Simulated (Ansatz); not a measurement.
MgO:

```
Mg O
1.0
     0.00000    2.09700    2.09700
     2.09700    0.00000    2.09700
     2.09700    2.09700    0.00000
Mg O
1 1
Direct
  0.00000 0.00000 0.00000
  0.50000 0.50000 0.50000
```

The cell is a database's computed one.

Program: Ansatz 0.2.0. Alike in all runs: task band structure; potentials or basis Ansatz PAW; no spin polarisation; cell as given; k mesh 11 × 11 × 11; smearing fermi-dirac 0.05 eV.

**Question.** Order these runs on this cell by their band gap on the k mesh, lowest first.
A. level r2SCAN; cutoff (eV) 500
B. level BLYP; cutoff (eV) 420
C. level revPBE; cutoff (eV) 420

**Answer.** C (4.96 eV), B (5.15 eV), A (5.76 eV).

Runs at the PBE level aren't shown here.
